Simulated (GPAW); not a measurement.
# MoS2: single point with PBEsol

MoS2, a slab with vacuum:

```
Mo S
1.0
     3.18413    0.00000    0.00000
    -1.59206    2.75753    0.00000
     0.00000    0.00000   17.33460
Mo S
1 2
Cartesian
  0.0000 0.0000 0.0000
  0.0000 1.8384 15.7833
  0.0000 1.8384 1.5513
```

```
Program             : GPAW 26.7.0
Task                : single point
Functional          : PBEsol
Potentials or basis : PAW data sets generated in the run's folder for this functional
Cutoff              : 450 eV
Basis               : pw
k mesh              : 8 × 8 × 2
Occupations         : fermi-dirac, width 0.05 eV
Spin                : no spin polarisation
Maxiter             : 120
Convergence         : default
```

```
Largest force          : 0.148 eV/Å
Band gap on the k mesh : 1.76 eV, indirect (least direct gap 1.96 eV)
```

Forces in eV/Å, atoms in the order of the input:
```
Mo   0.000  0.000  0.000
S    0.000  0.000  0.148
S    0.000  0.000 -0.148
```

Stress tensor (GPa, compression positive):
```
-1.59  0.00  0.00
 0.00 -1.59  0.00
 0.00  0.00 -0.59
```

Levels at points of the mesh, in eV from the valence-band top:
```
           k point  band 11  band 12  band 13  band 14  band 15  band 16
(0.00, 0.00, 0.00)    -1.56    -1.56     0.00     2.72     2.72     3.01
(0.00, 0.00, 0.50)    -1.56    -1.56     0.00     2.72     2.72     3.01
(0.50, 0.50, 0.00)    -1.85    -1.03    -0.68     2.17     2.69     3.82
(0.50, 0.50, 0.50)    -1.85    -1.03    -0.68     2.17     2.69     3.82
```

It took 24 s on 1 thread of Arm Neoverse V2, with other jobs on the host, peak memory 0.2 GiB.

Caveat: the cutoff is short for stress and forces, so pressures can be off by a GPa or more. A hybrid or GW would open this gap; PBEsol tends to underestimate it.
